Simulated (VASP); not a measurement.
# B (Pm-3m) in VASP: notebook

Aim: see how the results for B move with the level of theory and the settings. Levels: HSE(alpha, omega). Tasks: single point.

Program: VASP 6.6.1. These are calculated values, not measurements. Logs are shortened: lines on timing, memory, paths and dates and some standing lists are left out, and cuts for length are marked.

## Step 1: Starting point

Symmetry: Pm-3m, No. 221, cubic system. The conventional cell has a = 1.885 Å, b = 1.885 Å, c = 1.885 Å, α = 90.00°, β = 90.00°, γ = 90.00°. B (site symmetry m-3m) is surrounded by 6 B at 1.89 Å.

The cell was built by a generator and needn't be a form met in nature.

## Step 2: Single point, HSE(alpha, omega)

POSCAR

```
B
1.0
    1.8852400000      0.0000000000      0.0000000000
    0.0000000000      1.8852400000      0.0000000000
    0.0000000000      0.0000000000      1.8852400000
B
1
Direct
    0.5000000000      0.5000000000      0.5000000000
```

INCAR.step1

```
PREC = Accurate
ENCUT = 520
EDIFF = 1E-5
ISMEAR = -1
SIGMA = 0.05
LREAL = F
LASPH = T
NELM = 100
ALGO = Normal
ISIF = 2
LWAVE = T
LCHARG = F
GGA = PE
```

INCAR.step2

```
PREC = Accurate
ENCUT = 520
EDIFF = 1E-7
ISMEAR = -1
SIGMA = 0.05
LREAL = F
LASPH = T
NELM = 100
ALGO = Normal
ISIF = 2
LWAVE = F
LCHARG = F
GGA = PE
LHFCALC = T
HFSCREEN = 0.2
AEXX = 0.25
PRECFOCK = Fast
ISTART = 1
```

KPOINTS

```
regular mesh
0
Gamma
  7 7 7
```

Potentials or basis: VASP PAW PBE potentials, release 64 (B).

Launch:

```console
> cat potpaw_PBE.64/B/POTCAR > POTCAR
> cp INCAR.step1 INCAR
> mpirun -np 1 vasp_std > vasp.out
> cp INCAR.step2 INCAR
> mpirun -np 1 vasp_std > vasp.out
```

OUTCAR:

```text
PREC = Accurate
   ENCUT = 520
   EDIFF = 1E-7
   ISMEAR = -1
   LREAL = F
   LASPH = T
   NELM = 100
   ISIF = 2
   GGA = PE
   LHFCALC = T
   HFSCREEN = 0.2
   AEXX = 0.25
   PRECFOCK = Fast
   ISTART = 1

 ion  position               nearest neighbor table
   1  0.500  0.500  0.500-

  LATTYP: Found a simple cubic cell.
 ALAT       =     1.8852400000

  Lattice vectors:

 A1 = (   1.8852400000,   0.0000000000,   0.0000000000)
 A2 = (   0.0000000000,   1.8852400000,   0.0000000000)
 A3 = (   0.0000000000,   0.0000000000,   1.8852400000)

Analysis of symmetry for initial positions (statically):
=====================================================================
 Subroutine PRICEL returns:
 Original cell was already a primitive cell.

 Routine SETGRP: Setting up the symmetry group for a
 simple cubic supercell.

 Subroutine GETGRP returns: Found 48 space group operations
 (whereof 48 operations were pure point group operations)
 out of a pool of 48 trial point group operations.

The static configuration has the point symmetry O_h .

Analysis of symmetry for dynamics (positions and initial velocities):
=====================================================================
 Subroutine PRICEL returns:
 Original cell was already a primitive cell.

 Routine SETGRP: Setting up the symmetry group for a
 simple cubic supercell.

 Subroutine GETGRP returns: Found 48 space group operations
 (whereof 48 operations were pure point group operations)
 out of a pool of 48 trial point group operations.

The dynamic configuration has the point symmetry O_h .

 Subroutine INISYM returns: Found 48 space group operations
 (whereof 48 operations are pure point group operations),
 and found     1 'primitive' translations

----------------------------------------------------------------------------------------

                                     Primitive cell

  volume of cell :       6.7004

  direct lattice vectors                    reciprocal lattice vectors
     1.885240000  0.000000000  0.000000000     0.530436443  0.000000000  0.000000000
     0.000000000  1.885240000  0.000000000     0.000000000  0.530436443  0.000000000
     0.000000000  0.000000000  1.885240000     0.000000000  0.000000000  0.530436443

  length of vectors
     1.885240000  1.885240000  1.885240000     0.530436443  0.530436443  0.530436443

  position of ions in fractional coordinates (direct lattice)
     0.500000000  0.500000000  0.500000000

  ion indices of the primitive-cell ions
   primitive index   ion index
                 1           1

----------------------------------------------------------------------------------------

 KPOINTS: regular mesh

Automatic generation of k-mesh.
 Grid dimensions read from file:
 generate k-points for:    7    7    7

 Generating k-lattice:

  Cartesian coordinates                     Fractional coordinates (reciprocal lattice)
     0.075776635  0.000000000  0.000000000     0.142857143  0.000000000  0.000000000
     0.000000000  0.075776635  0.000000000     0.000000000  0.142857143  0.000000000
     0.000000000  0.000000000  0.075776635     0.000000000  0.000000000  0.142857143

  Length of vectors
     0.075776635  0.075776635  0.075776635

  Shift w.r.t. Gamma in fractional coordinates (k-lattice)
     0.000000000  0.000000000  0.000000000

 Subroutine IBZKPT returns following result:
 ===========================================

 Found     20 irreducible k-points:

 Following reciprocal coordinates:
            Coordinates               Weight
  0.000000  0.000000  0.000000      1.000000
  0.142857  0.000000  0.000000      6.000000
  0.285714  0.000000  0.000000      6.000000
  0.428571  0.000000  0.000000      6.000000
  0.142857  0.142857  0.000000     12.000000
  0.285714  0.142857  0.000000     24.000000
[... 12 lines left out ...]
  0.428571  0.428571  0.285714     24.000000
  0.428571  0.428571  0.428571      8.000000
   k-points           NKPTS =     20   k-points in BZ     NKDIM =    343   number of bands    NBANDS=      5
   number of dos      NEDOS =    301   number of ions     NIONS =      1
   total plane-waves  NPLWV =   2744
   dimension x,y,z NGX =    14 NGY =   14 NGZ =   14
   dimension x,y,z NGXF=    28 NGYF=   28 NGZF=   28
   ions per type =               1
   NGX,Y,Z   is equivalent  to a cutoff of  12.35, 12.35, 12.35 a.u.
   NGXF,Y,Z  is equivalent  to a cutoff of  24.69, 24.69, 24.69 a.u.
 SYSTEM =  unknown system
   PREC   = accura    normal or accurate (medium, high low for compatibility)
   ISTART =      1    job   : 0-new  1-cont  2-samecut
   ICHARG =      0    charge: 1-file 2-atom 10-const
   ISPIN  =      1    spin polarized calculation?
   LNONCOLLINEAR =      F non collinear calculations
   LSORBIT =      F    spin-orbit coupling
   LASPH  =      T    aspherical Exc in radial PAW
   ENCUT  =  520.0 eV  38.22 Ry    6.18 a.u.   3.51  3.51  3.51*2*pi/ulx,y,z
   NELM   =    100;   NELMIN=  2; NELMDL=  0     # of ELM steps
   EDIFF  = 0.1E-06   stopping-criterion for ELM
   LREAL  =      F    real-space projection
   EDIFFG = 0.1E-05   stopping-criterion for IOM
   NSW    =      0    number of steps for IOM
   IBRION =     -1    ionic relax: 0-MD 1-quasi-New 2-CG
   NFREE  =      0    steps in history (QN), initial steepest desc. (CG)
   ISIF   =      2    stress and relaxation
   ISYM   =      3    0-nonsym 1-usesym 2-fastsym
   POTIM  = 0.5000    time-step for ionic-motion
   TEBEG  =    0.0;   TEEND  =   0.0 temperature during run
   PSTRESS=    0.0 pullay stress
   NELECT =       3.0000    total number of electrons
   NUPDOWN=      -1.0000    fix difference up-down
   EMIN   =  10.00;   EMAX   =-10.00  energy-range for DOS
   EFERMI =   0.00;   METHOD = LEGACY
   ISMEAR =    -1;   SIGMA  =   0.05  broadening in eV -4-tet -1-fermi 0-gaus
   EFERMI_NEDOS =   21; number of points for ismear=-14 and -15
   IALGO  =     38    algorithm
   IMIX   =      1    mixing-type and parameters
     AMIX     =   0.40;   BMIX     =  1.00
     AMIX_MAG =   1.60;   BMIX_MAG =  1.00
  volume/ion in A,a.u.               =       6.70        45.22
  Fermi-wavevector in a.u.,A,eV,Ry     =   1.252416  2.366723 21.341361  1.568546
  Thomas-Fermi vector in A             =   2.386317
   LORBIT       =      0    0 simple, 1 ext, 2 COOP (PROOUT), +10 PAW based schemes
   GGA     = PE    functional components
   LHFCALC =     T    Hartree Fock is set to
   PRECFOCK=fast      Normal, Fast or Accurate (Low or Medium for compatibility)
   ENCUT4O =  -1.0   cutoff for four orbital integrals eV
   NKREDX  =     1    reduce k-point grid by
   NKREDY  =     1    reduce k-point grid by
   NKREDZ  =     1    reduce k-point grid by
   AEXX    =    0.2500 exact exchange contribution
   HFSCREEN=    0.2000 screening length (either q_TF or 0.3 A-1)
   HFSCREENC=   0.2000 screening length for correlation (either q_TF or 0.3 A-1)
   ENCUTFOCK=  -1.0 apply spherical cutoff to Coloumb kernel
   IVDW    =     0    specifies the selected vdW correction
   LEPSILON=     F    determine dielectric tensor
   LRPA    =     F    only Hartree local field effects (RPA)
 non-spin polarized calculation
  energy-cutoff  :      520.00
  volume of cell :        6.70
 maximum number of plane-waves:       188
 NGX is ok and might be reduce to    14
  NGX =  8; NGY =  8; NGZ =  8

 number of electron       3.0000000 magnetization

 Free energy of the ion-electron system (eV)
  ---------------------------------------------------
  ext. energy  EPLUGINS =         0.00000000
  ---------------------------------------------------
  free energy    TOTEN  =        -6.27684029 eV

  energy without entropy =       -6.27275339  energy(sigma->0) =       -6.27479684

 E-fermi :   6.8762     XC(G=0): -10.0983

 val. band max:        6.8266974800   @ k =   0.4286   0.2857   0.2857
 cond. band min:       8.2555935385   @ k =   0.4286   0.4286   0.2857
 fundamental gap:      1.4288960585
 Fermi energy:         6.8762174161

 k-point     1 :       0.0000    0.0000    0.0000
  band No.  band energies     occupation
      1     -10.9484      2.00000
      2      22.1147      0.00000
      3      22.1147      0.00000
      4      22.1147      0.00000
      5      32.3340      0.00000

 k-point     2 :       0.1429    0.0000    0.0000
  band No.  band energies     occupation
      1     -10.1818      2.00000
      2      16.6170      0.00000
      3      22.7104      0.00000
      4      22.7104      0.00000
      5      33.1642      0.00000

 k-point     3 :       0.2857    0.0000    0.0000
  band No.  band energies     occupation
      1      -7.8817      2.00000
      2       8.8197      0.00000
      3      24.2808      0.00000
      4      24.2808      0.00000
      5      35.5798      0.00000

 k-point     4 :       0.4286    0.0000    0.0000
  band No.  band energies     occupation
      1      -4.0932      2.00000
      2       1.8252      2.00000
      3      25.9161      0.00000
      4      25.9161      0.00000
      5      38.6043      0.00000

 k-point     5 :       0.1429    0.1429    0.0000
  band No.  band energies     occupation
      1      -9.4150      2.00000
      2      15.8296      0.00000
      3      19.0772      0.00000
      4      23.2978      0.00000
      5      36.5779      0.00000

 k-point     6 :       0.2857    0.1429    0.0000
  band No.  band energies     occupation
      1      -7.1159      2.00000
      2       9.2636      0.00000
      3      19.9559      0.00000
      4      24.8418      0.00000
      5      36.3539      0.00000
[... 81 lines left out ...]
 k-point    17 :       0.2857    0.2857    0.2857
  band No.  band energies     occupation
      1      -1.7776      2.00000
      2      11.8691      0.00000
      3      11.8691      0.00000
      4      22.2708      0.00000
      5      31.5812      0.00000

 k-point    18 :       0.4286    0.2857    0.2857
  band No.  band energies     occupation
      1       1.9360      2.00000
      2       6.8267      1.45833
      3      14.3866      0.00000
      4      23.8384      0.00000
      5      27.4875      0.00000

 k-point    19 :       0.4286    0.4286    0.2857
  band No.  band energies     occupation
      1       5.3214      2.00000
      2       8.2556      0.00000
      3      12.1758      0.00000
      4      21.0373      0.00000
      5      26.4562      0.00000

 k-point    20 :       0.4286    0.4286    0.4286
  band No.  band energies     occupation
      1      10.6870      0.00000
      2      12.9048      0.00000
      3      12.9048      0.00000
      4      24.5868      0.00000
      5      27.0760      0.00000

------------------------ aborting loop because EDIFF is reached ----------------------------------------

  FORCE on cell =-STRESS in cart. coord.  units (eV):
  Direction    XX          YY          ZZ          XY          YZ          ZX
  --------------------------------------------------------------------------------------
  -------------------------------------------------------------------------------------
  Total       -0.1902903     -0.1902903     -0.1902903     -0.0000000      0.0000000      0.0000000
  in kB      -45.5016550    -45.5016550    -45.5016550     -0.0000000      0.0000000      0.0000000
  external PRESSURE =     -45.5016550 kB  Pullay stress =       0.0000000 kB

 VOLUME and BASIS-vectors are now :
 -----------------------------------------------------------------------------
  energy-cutoff  :      520.00
  volume of cell :        6.70
      direct lattice vectors                 reciprocal lattice vectors
     1.885240000  0.000000000  0.000000000     0.530436443  0.000000000  0.000000000
     0.000000000  1.885240000  0.000000000     0.000000000  0.530436443  0.000000000
     0.000000000  0.000000000  1.885240000     0.000000000  0.000000000  0.530436443

 POSITION                                       TOTAL-FORCE (eV/Angst)
 -----------------------------------------------------------------------------------
      0.94262      0.94262      0.94262         0.000000      0.000000      0.000000
 -----------------------------------------------------------------------------------
    total drift:                               -0.000000     -0.000000      0.000000

  FREE ENERGIE OF THE ION-ELECTRON SYSTEM (eV)
  ---------------------------------------------------
  free  energy   TOTEN  =        -6.2768402902 eV

  energy  without entropy=       -6.2727533911  energy(sigma->0) =       -6.27479684
```

It took 19 s on 1 thread of Intel Xeon Platinum 8488C (Sapphire Rapids), shared host; peak memory 0.2 GiB.

Results:

- Free energy: -6.2768 eV
- Pressure: -4.6 GPa
- Band gap on the k mesh: none (metal or under the smearing width)

Levels at points of the mesh, in eV from the Fermi level:
```
           k point  band 1  band 2  band 3  band 4  band 5
(0.00, 0.00, 0.00)  -17.82   15.24   15.24   15.24   25.46
```

Caveat: the k mesh is coarse (spacing up to 0.48 Å⁻¹), so the values aren't converged, least of all with exact exchange; the PAW data sets were made with another functional, which shifts forces and pressure a little.

## Step 3: Single point, HSE(alpha, omega)

POSCAR is that of step 2.

INCAR.step1 is that of step 2.

Changes to INCAR.step2 since step 2:

```diff
@@ -14,3 +14,3 @@
 LHFCALC = T
-HFSCREEN = 0.2
+HFSCREEN = 0.3
 AEXX = 0.25
```

KPOINTS is that of step 2.

Potentials or basis: VASP PAW PBE potentials, release 64 (B).

Launch:

```console
> cat potpaw_PBE.64/B/POTCAR > POTCAR
> cp INCAR.step1 INCAR
> mpirun -np 1 vasp_std > vasp.out
> cp INCAR.step2 INCAR
> mpirun -np 1 vasp_std > vasp.out
```

Run time: 19 s. Hardware: 1 thread of Intel Xeon Platinum 8488C (Sapphire Rapids), shared host; peak memory 0.2 GiB.

Results (log left out):

```yaml
Free_energy: -6.1457 eV
Pressure: -4.1 GPa
Band_gap_on_the_k_mesh: none (metal or under the smearing width)
```

Levels at points of the mesh, in eV from the Fermi level:
```csv
k point,band 1,band 2,band 3,band 4,band 5
"(0.00, 0.00, 0.00)",-17.63,15.02,15.02,15.02,25.24
```

Caveat: the k mesh is coarse (spacing up to 0.48 Å⁻¹), so the values aren't converged, least of all with exact exchange; the PAW data sets were made with another functional, which shifts forces and pressure a little.

## Step 4: The reference run

An earlier run on the cell as given: functional PBE; potentials or basis VASP PAW PBE potentials, release 64 (B); cutoff 520 eV; k mesh 14 × 14 × 14; occupations fermi-dirac, width 0.05 eV; no spin polarisation.

- Pressure: 0.4 GPa
- Band gap on the k mesh: none (metal or under the smearing width)

## Step 5: The runs side by side

```tsv
level	k mesh	screening parameter	grid for exact exchange (PRECFOCK)	mesh quality	gap on the mesh (eV)	pressure (GPa)
HSE(alpha, omega)	7 × 7 × 7	0.2	Fast	coarse	none	-4.6
HSE(alpha, omega)	7 × 7 × 7	0.3	Fast	coarse	none	-4.1
PBE	14 × 14 × 14	-	-	not flagged	none	0.4
```

Alike in all rows: task single point; potentials or basis VASP PAW PBE potentials, release 64 (B); no spin polarisation; cell as given; cutoff (eV) 520; smearing fermi-dirac 0.05 eV.

Caveats: some runs use coarse meshes; the PAW data sets were made with another functional, which shifts forces and pressure a little (some runs).

Absolute energies hang on the potentials; compare differences alone.
